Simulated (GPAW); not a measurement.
## Sn in GPAW: convergence with convergence criteria

Input of the first run (convergence criteria density=0.001 energy=0.01 eigenstates=0.0001); the others differ in this setting and in those tied to it:

The input run.py:

```python
from ase.dft.bandgap import bandgap
from ase.io import read, write
from ase.units import GPa
from gpaw import GPAW, PW

atoms = read('POSCAR')

calc = GPAW(mode=PW(600),
            xc='PBE',
            kpts={'size': (10, 10, 10), 'gamma': True},
            occupations={'name': 'fermi-dirac', 'width': 0.05},
            nbands=14,
            convergence={'density': 0.001, 'energy': 0.01, 'eigenstates': 0.0001},
            maxiter=100,
            txt='gpaw.txt')
atoms.calc = calc
energy = atoms.get_potential_energy()
forces = atoms.get_forces()
stress = atoms.get_stress()
calc.write('gs.gpw')
write('result.traj', atoms)
print(f'Energy: {energy:.6f} eV')
print('Forces (eV/A):')
print(forces.round(4))
print('Stress (GPa):', (stress / GPa).round(3))
print('Fermi level:', round(calc.get_fermi_level(), 4), 'eV')
print(f'Gap: {bandgap(calc)[0]:.4f} eV, direct: {bandgap(calc, direct=True)[0]:.4f} eV')
```

File POSCAR:

```
Sn
1.0
   -1.8946518192      1.8946518192      1.8946518192
    1.8946518192     -1.8946518192      1.8946518192
    1.8946518192      1.8946518192     -1.8946518192
Sn
1
Direct
    0.0000000000      0.0000000000      0.0000000000
```

Potentials or basis: GPAW PAW data sets (gpaw-data 1.2.1), pw.

Command:

```sh
$ OMP_NUM_THREADS=1 python run.py
```

This isn't the form of Sn at room conditions, which is tetragonal (white tin).

Hardware: 1 thread of Arm Neoverse V2, with other jobs on the host.

```tsv
convergence criteria	energy less the tightest run, at zero smearing (meV/atom)	SCF cycles	CPU time (s)	peak memory (GiB)
density=0.001 energy=0.01 eigenstates=0.0001	0.00	6	5.9	0.14
default	0.00	7	7.5	0.14
density=1e-05 energy=1e-05	0.00	8	8	0.14
density=1e-05 forces=0.0001	0.00	9	8.5	0.14
density=1e-06 energy=1e-06 eigenstates=1e-10	0.00	9	9	0.14
```

Against the tightest run, the energy stays within 1 meV/atom from density=0.001 energy=0.01 eigenstates=0.0001 on. The tightest run that finished is the yardstick and may itself not be fully converged.
